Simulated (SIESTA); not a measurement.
Crystal: MgB2.

```xyz
3
Lattice="3.0850 0.0000 0.0000 -1.5425 2.6717 0.0000 0.0000 0.0000 3.5230" Properties=species:S:1:pos:R:3 pbc="T T T"
Mg    0.0000    0.0000    0.0000
B     1.5425    0.8906    1.7615
B     0.0000    1.7811    1.7615
```

Base run:

- Program: SIESTA 5.4.2
- Functional: PBE
- Potentials or basis: PseudoDojo 0.4 standard (PBE files)
- Basis: DZP (energy shift 0.002 Ry)
- Grid cutoff: 800 Ry
- Energy shift: 0.002 Ry
- k mesh: 10 × 10 × 8
- Occupations: fermi-dirac, width 0.05 eV
- Spin: no spin polarisation

Its results: band gap on the k mesh none (metal or under the smearing width); pressure 4.4 GPa.

Question: The run is repeated on the same cell with these changes: functional from PBE to LDA; potentials or basis from PseudoDojo 0.4 standard (PBE files) to PseudoDojo 0.4 standard (LDA files). What comes out?

Answer: Band gap on the k mesh none (metal or under the smearing width); pressure -1.8 GPa.

Caveats: semicore shells carry a single zeta, which can move pressures by several GPa and volumes by a few percent; the basis of atomic orbitals isn't converged, which shifts pressures, moduli and gaps.

Not every run made on this cell is shown here.
